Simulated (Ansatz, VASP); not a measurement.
## GaSb: VASP beside Ansatz

Aim: how closely do two programs agree when they are given the same cell, functional and k mesh? The cell is taken from a series of runs on this material, whose earlier steps may have relaxed, scaled, displaced or heated it; both programs get it as it stands.

Calculated with Ansatz 0.2.0; plane waves, with VASP 6.6.1 beside it; zone-centre phonons at LDA.

## Step 1: The starting structure

Symmetry: Imm2, No. 44, orthorhombic system. The conventional cell has a = 4.192 Å, b = 4.280 Å, c = 6.102 Å, α = 90.00°, β = 90.00°, γ = 90.00°. Nearest to Ga lie 4 Sb at 2.60 to 2.62 Å. Nearest to Sb lie 4 Ga at 2.60 to 2.62 Å. Farther neighbours are not listed.

Coordinates:

```xyz
2
Lattice="-0.0314 2.9953 3.0511 2.9953 -0.0314 3.0511 2.9639 2.9639 0.0000" Properties=species:S:1:pos:R:3 pbc="T T T"
Ga    2.9639    2.9639    0.0097
Sb    4.4458    4.4458    4.5670
```

## Step 2: VASP: zone-centre phonons, LDA

Second derivatives magnify differences that forces hide, and they need a tight electronic threshold.

Lines of VASP's logs that name or quote its potential files are left out, and so is its time.

Contents of INCAR:

```
SYSTEM = GaSb
PREC = Accurate
ENCUT = 500
EDIFF = 1E-08
NELM = 120
ISMEAR = 1
SIGMA = 0.2
LREAL = .FALSE.
ALGO = Normal
GGA = PW92
NBANDS = 15
LORBIT = 11
LWAVE = .FALSE.
LCHARG = .FALSE.
ISIF = 2
IBRION = 8
LASPH = .TRUE.
GGA_COMPAT = .FALSE.
KPAR = 2
```

Contents of POSCAR:

```
GaSb
1.0
   -0.0313970345      2.9952758481      3.0511319947
    2.9952758481     -0.0313970345      3.0511319947
    2.9638788136      2.9638788136      0.0000000000
Ga Sb
1 1
Direct
    0.0015826496      0.0015826496      0.9984173504
    0.7484173504      0.7484173504      0.7515826496
```

Contents of KPOINTS:

```
Automatic mesh
0
Gamma
12 12 12
0 0 0
```

Potentials, in the order of the species: Ga_d and Sb (LDA family, release 64).

Run with:

```console
$ mpirun -np 2 vasp_std
```

Numbers of over 12 decimals in the logs are rounded to 6 here.

The program printed:

```text
[banner, memory and clock lines left out]
running    2 mpi-ranks, on    1 nodes
 distrk:  each k-point on    1 cores,    2 groups
 distr:  one band on    1 cores,    1 groups

 POSCAR found type information on POSCAR GaSb
 POSCAR found :  2 types and       2 ions
|                                                                             |
|               ----> ADVICE to this user running VASP <----                  |
|                                                                             |
|     You enforced a specific xc type in the INCAR file but a different       |
|     [... a line on the potential file left out ...]
|     I HOPE YOU KNOW WHAT YOU ARE DOING!                                     |
|                                                                             |

 LDA part: xc-table for (Slater(with rela. corr.)+PW92), standard interpolation
 POSCAR, INCAR and KPOINTS ok, starting setup
 FFT: planning ... GRIDC
 FFT: planning ... GRID_SOFT
 FFT: planning ... GRID
 WAVECAR not read
 entering main loop
       N       E                     dE             d eps       ncg     rms          rms(c)
DAV:   1     0.805001357881E+02    0.80500E+02   -0.85533E+03  8568   0.146E+03
DAV:   2    -0.255779199962E+01   -0.83058E+02   -0.80227E+02  9779   0.299E+02
DAV:   3    -0.868026301918E+01   -0.61225E+01   -0.61043E+01 10003   0.677E+01
DAV:   4    -0.878885775179E+01   -0.10859E+00   -0.10858E+00 10485   0.102E+01
DAV:   5    -0.879147072223E+01   -0.26130E-02   -0.26129E-02 10690   0.138E+00    0.346E+00
DAV:   6    -0.869748165776E+01    0.93989E-01   -0.76612E-02 12629   0.450E+00    0.202E+00
DAV:   7    -0.865945324729E+01    0.38028E-01   -0.55695E-02  9492   0.189E+00    0.295E-01
DAV:   8    -0.865924268258E+01    0.21056E-03   -0.50115E-03 10709   0.871E-01    0.105E-01
DAV:   9    -0.865931476446E+01   -0.72082E-04   -0.35962E-04  9894   0.168E-01    0.398E-02
DAV:  10    -0.865930732609E+01    0.74384E-05   -0.18801E-05 10999   0.377E-02    0.135E-02
DAV:  11    -0.865930962419E+01   -0.22981E-05   -0.43454E-06  9751   0.193E-02    0.528E-03
DAV:  12    -0.865930959216E+01    0.32026E-07   -0.22157E-07 10641   0.347E-03    0.135E-03
DAV:  13    -0.865930960096E+01   -0.87985E-08   -0.22602E-08 10290   0.141E-03
   1 F= -.86593096E+01 E0= -.86594394E+01  d E =0.389254E-03
 Linear response reoptimize wavefunctions to high precision
DAV:   1    -0.865930960102E+01   -0.56389E-10   -0.91747E-10  8660   0.380E-04
 Linear response DOF=           4
 Linear response progress:
  Degree of freedom:   1/  4
       N       E                     dE             d eps       ncg     rms          rms(c)
RMM:   1    -0.168214608293E+00   -0.16821E+00    0.10515E-01 32402   0.861E+00
RMM:   2    -0.166768384730E+00    0.14462E-02   -0.28293E-02 49126   0.138E+00    0.406E-02
RMM:   3    -0.166869073241E+00   -0.10069E-03   -0.38819E-03 50624   0.457E-01    0.266E-02
RMM:   4    -0.166870004723E+00   -0.93148E-06   -0.23286E-03 55933   0.222E-01    0.152E-02
RMM:   5    -0.166842446087E+00    0.27559E-04   -0.90067E-05 54187   0.550E-02    0.474E-03
RMM:   6    -0.166843481600E+00   -0.10355E-05   -0.16210E-05 54343   0.224E-02    0.775E-04
RMM:   7    -0.166833726368E+00    0.97552E-05   -0.45656E-06 53115   0.100E-02    0.660E-04
RMM:   8    -0.166836596085E+00   -0.28697E-05   -0.89952E-07 53765   0.457E-03    0.170E-04
RMM:   9    -0.166837687121E+00   -0.10910E-05   -0.44933E-07 53941   0.213E-03    0.874E-05
RMM:  10    -0.166838301729E+00   -0.61461E-06   -0.31162E-08 54744   0.104E-03    0.210E-05
RMM:  11    -0.166838323457E+00   -0.21728E-07   -0.72479E-08 54342   0.516E-04    0.158E-05
RMM:  12    -0.166838454027E+00   -0.13057E-06   -0.18079E-09 54217   0.269E-04    0.297E-06
RMM:  13    -0.166838473141E+00   -0.19114E-07    0.78831E-09 54555   0.147E-04    0.348E-06
RMM:  14    -0.166838487056E+00   -0.13915E-07    0.21809E-08 54979   0.863E-05    0.288E-06
RMM:  15    -0.166838525385E+00   -0.38328E-07    0.25499E-09 52996   0.569E-05    0.186E-06
RMM:  16    -0.166838504603E+00    0.20781E-07    0.24110E-09 51208   0.415E-05    0.156E-06
RMM:  17    -0.166838519393E+00   -0.14790E-07   -0.46207E-09 52977   0.332E-05    0.560E-07
RMM:  18    -0.166838515471E+00    0.39226E-08   -0.49446E-09 43414   0.291E-05    0.246E-07
 first order change of Fermi-energy   0.89601E-05
 force on displaced ion       1 direction 1 :  -8.614  -0.107  -0.000
 Linear response progress:
  Degree of freedom:   2/  4
       N       E                     dE             d eps       ncg     rms          rms(c)
RMM:   1    -0.168437807617E+00   -0.16844E+00    0.93420E-02 10434   0.852E+00
RMM:   2    -0.166873889583E+00    0.15639E-02   -0.27624E-02 15706   0.135E+00    0.404E-02
RMM:   3    -0.166987759234E+00   -0.11387E-03   -0.36749E-03 16292   0.436E-01    0.270E-02
RMM:   4    -0.166950797670E+00    0.36962E-04   -0.19368E-03 17675   0.210E-01    0.143E-02
RMM:   5    -0.166940892196E+00    0.99055E-05   -0.72583E-05 17241   0.525E-02    0.465E-03
RMM:   6    -0.166944900367E+00   -0.40082E-05   -0.12088E-05 17184   0.214E-02    0.575E-04
RMM:   7    -0.166937872624E+00    0.70277E-05   -0.27292E-06 16996   0.955E-03    0.520E-04
RMM:   8    -0.166938436081E+00   -0.56346E-06   -0.53731E-07 16998   0.444E-03    0.277E-04
RMM:   9    -0.166940271213E+00   -0.18351E-05   -0.92402E-08 16987   0.208E-03    0.479E-05
RMM:  10    -0.166940688808E+00   -0.41759E-06   -0.15103E-08 17231   0.102E-03    0.394E-05
RMM:  11    -0.166940857285E+00   -0.16848E-06    0.12087E-08 17478   0.498E-04    0.884E-06
RMM:  12    -0.166940871441E+00   -0.14156E-07    0.28973E-09 17537   0.258E-04    0.113E-05
RMM:  13    -0.166940953994E+00   -0.82553E-07    0.11734E-09 17128   0.142E-04    0.657E-07
RMM:  14    -0.166940929145E+00    0.24849E-07   -0.19953E-09 17324   0.847E-05    0.493E-06
RMM:  15    -0.166940950283E+00   -0.21138E-07   -0.78868E-10 17264   0.564E-05    0.219E-06
RMM:  16    -0.166940957076E+00   -0.67921E-08   -0.31573E-10 18577   0.419E-05    0.168E-06
 first order change of Fermi-energy   0.23495E+01
 force on displaced ion       1 direction 3 :   0.000   0.000  -8.687
 Linear response progress:
  Degree of freedom:   3/  4
       N       E                     dE             d eps       ncg     rms          rms(c)
RMM:   1    -0.294152961618E-01   -0.29415E-01   -0.10081E-04 52664   0.143E+00
RMM:   2    -0.265510030112E-01    0.28643E-02   -0.38313E-03 47693   0.408E-01    0.685E-02
RMM:   3    -0.264809912407E-01    0.70012E-04   -0.23150E-04 52906   0.110E-01    0.364E-02
RMM:   4    -0.265004603727E-01   -0.19469E-04   -0.45414E-05 53184   0.464E-02    0.469E-03
RMM:   5    -0.265061108361E-01   -0.56505E-05   -0.63839E-06 55144   0.162E-02    0.295E-03
RMM:   6    -0.264989668583E-01    0.71440E-05   -0.93193E-07 53220   0.527E-03    0.837E-04
RMM:   7    -0.264979488270E-01    0.10180E-05   -0.79275E-08 54463   0.157E-03    0.311E-04
RMM:   8    -0.264975065270E-01    0.44230E-06   -0.15870E-08 52541   0.551E-04    0.858E-05
RMM:   9    -0.264974608947E-01    0.45632E-07   -0.29063E-09 54615   0.206E-04    0.209E-05
RMM:  10    -0.264974660627E-01   -0.51680E-08   -0.11356E-09 51774   0.865E-05    0.600E-06
 first order change of Fermi-energy   0.11251E-03
 force on displaced ion       2 direction 1 :  -8.622  -0.095  -0.000
 Linear response progress:
  Degree of freedom:   4/  4
       N       E                     dE             d eps       ncg     rms          rms(c)
RMM:   1    -0.295767725584E-01   -0.29577E-01   -0.71152E-04 16514   0.144E+00
RMM:   2    -0.265524372136E-01    0.30243E-02   -0.38793E-03 15416   0.408E-01    0.696E-02
RMM:   3    -0.264909100705E-01    0.61527E-04   -0.23252E-04 16923   0.109E-01    0.370E-02
RMM:   4    -0.265167952681E-01   -0.25885E-04   -0.45975E-05 17050   0.461E-02    0.466E-03
RMM:   5    -0.265224590733E-01   -0.56638E-05   -0.65541E-06 17705   0.159E-02    0.297E-03
RMM:   6    -0.265145491542E-01    0.79099E-05   -0.75046E-07 17076   0.503E-03    0.757E-04
RMM:   7    -0.265135733585E-01    0.97580E-06   -0.49792E-08 17522   0.149E-03    0.264E-04
RMM:   8    -0.265133842792E-01    0.18908E-06   -0.10165E-08 16839   0.530E-04    0.102E-04
RMM:   9    -0.265133594746E-01    0.24805E-07    0.28844E-09 17460   0.196E-04    0.165E-05
RMM:  10    -0.265133576164E-01    0.18582E-08    0.24659E-09 16640   0.786E-05    0.129E-05
 first order change of Fermi-energy  -0.23488E+01
 force on displaced ion       2 direction 3 :   0.000   0.000  -8.698
 Linear response finished
```

OUTCAR, selected parts (step 2):

```text
ion  position               nearest neighbor table
   1  0.002  0.002  0.998-   2 2.60   2 2.60   2 2.62   2 2.62
   2  0.748  0.748  0.752-   1 2.60   1 2.60   1 2.62   1 2.62

  LATTYP: Found a body centered orthorhombic cell.
 ALAT       =     4.1915576154
 B/A-ratio  =     1.0211864496
 C/A-ratio  =     1.4558463820

 Subroutine GETGRP returns: Found  4 space group operations
 (whereof  4 operations were pure point group operations)

The static configuration has the point symmetry C_2v.

 Found    280 irreducible k-points:

   k-points           NKPTS =    280   k-points in BZ     NKDIM =    280   number of bands    NBANDS=     15

   dimension x,y,z NGX =    32 NGY =   32 NGZ =   32
   dimension x,y,z NGXF=    64 NGYF=   64 NGZF=   64

   ENCUT  =  500.0 eV  36.75 Ry    6.06 a.u.   7.80  7.80  7.64*2*pi/ulx,y,z

   NELECT =      18.0000    total number of electrons

 k-points in reciprocal lattice and weights: Automatic mesh
   0.00000000  0.00000000  0.00000000       0.001
   0.08333333  0.00000000  0.00000000       0.002
   0.16666667 -0.00000000  0.00000000       0.002
   0.25000000  0.00000000  0.00000000       0.002
   0.33333333  0.00000000  0.00000000       0.002
   0.41666667  0.00000000  0.00000000       0.002
   0.50000000  0.00000000  0.00000000       0.001
   0.08333333  0.08333333  0.00000000       0.001
   0.16666667  0.08333333  0.00000000       0.002
[...]
0.25000000  0.25000000  0.50000000       0.001
  -0.25000000  0.25000000  0.50000000       0.001

 average (electrostatic) potential at core
       1 -66.4961       2 -88.2448

  Total        0.3763367      0.3763367      0.0636938      0.3138826      0.0000000      0.0000000
  in kB       11.0146390     11.0146390      1.8641921      9.1867289      0.0000000      0.0000000
  external PRESSURE =       7.9644901 kB  Pullay stress =       0.0000000 kB

  energy-cutoff  :      500.00
  volume of cell :       54.74
      direct lattice vectors                 reciprocal lattice vectors
    -0.031397034  2.995275848  3.051131995    -0.165197899  0.165197899  0.163873605
     2.995275848 -0.031397034  3.051131995     0.165197899 -0.165197899  0.163873605
     2.963878814  2.963878814  0.000000000     0.168697856  0.168697856 -0.163873605

 POSITION                                       TOTAL-FORCE (eV/Angst)
 -----------------------------------------------------------------------------------
      2.96388      2.96388      0.00966         0.000000      0.000000      0.000408
      4.44582      4.44582      4.56704        -0.000000     -0.000000     -0.000408
 -----------------------------------------------------------------------------------
    total drift:                               -0.000000     -0.000000      0.000561

 Eigenvectors and eigenvalues of the dynamical matrix
 ----------------------------------------------------

   1 f  =    6.933192 THz    43.562531 2PiTHz  231.266394 cm-1    28.673366 meV
             X         Y         Z           dx          dy          dz
      2.963879  2.963879  0.009658     0.563901    0.563901    0.000000
      4.445818  4.445818  4.567040    -0.426633   -0.426633   -0.000000

   2 f  =    6.921661 THz    43.490081 2PiTHz  230.881773 cm-1    28.625679 meV
             X         Y         Z           dx          dy          dz
      2.963879  2.963879  0.009658    -0.000000   -0.000000    0.797219
      4.445818  4.445818  4.567040     0.000000    0.000000   -0.603691

   3 f  =    6.850768 THz    43.044647 2PiTHz  228.517035 cm-1    28.332489 meV
             X         Y         Z           dx          dy          dz
      2.963879  2.963879  0.009658     0.563611   -0.563611   -0.000000
      4.445818  4.445818  4.567040    -0.427016    0.427016    0.000000

   4 f/i=    0.000779 THz     0.004896 2PiTHz    0.025994 cm-1     0.003223 meV
             X         Y         Z           dx          dy          dz
      2.963879  2.963879  0.009658    -0.426633   -0.426633   -0.000000
      4.445818  4.445818  4.567040    -0.563901   -0.563901   -0.000000

   5 f/i=    0.002173 THz     0.013655 2PiTHz    0.072492 cm-1     0.008988 meV
             X         Y         Z           dx          dy          dz
      2.963879  2.963879  0.009658    -0.000000   -0.000000    0.603691
      4.445818  4.445818  4.567040    -0.000000   -0.000000    0.797219

   6 f/i=    0.003875 THz     0.024350 2PiTHz    0.129270 cm-1     0.016027 meV
             X         Y         Z           dx          dy          dz
      2.963879  2.963879  0.009658    -0.427016    0.427016   -0.000000
      4.445818  4.445818  4.567040    -0.563611    0.563611   -0.000000

 ELASTIC MODULI CONTR FROM IONIC RELAXATION (kBar)
 Direction    XX          YY          ZZ          XY          YZ          ZX
 --------------------------------------------------------------------------------
 XX          -0.1441     -0.1441     -0.3348     -5.3295      0.0000     -0.0000
 YY          -0.1441     -0.1441     -0.3348     -5.3295      0.0000     -0.0000
 ZZ          -0.3348     -0.3348     -0.7778    -12.3816      0.0000     -0.0000
 XY          -5.3295     -5.3295    -12.3816   -197.0992      0.0000     -0.0000
 YZ           0.0000      0.0000      0.0000      0.0000   -202.4264    -21.1125
 ZX          -0.0000     -0.0000     -0.0000     -0.0000    -21.1125   -190.6232
 --------------------------------------------------------------------------------
```

The gap is under twice the smearing width, so the edge states are partly filled and the run can't tell a small gap from a semimetal. Methfessel-Paxton smearing is not meant for a cell with a gap.

[end of part 1 of 2]

[Lines on the potential files, build, host, timing and source positions are cut from VASP's logs without a mark.]

[Logs are printed without paths, hosts, clocks, repeated set-up lines and the standing remarks that a program may print on its own settings, such as how far it seeks lower states.]

[Hosts, paths, dates, database ids (printed as entryN), source tags and the programs' standing remarks are cut or masked in the printed files.]
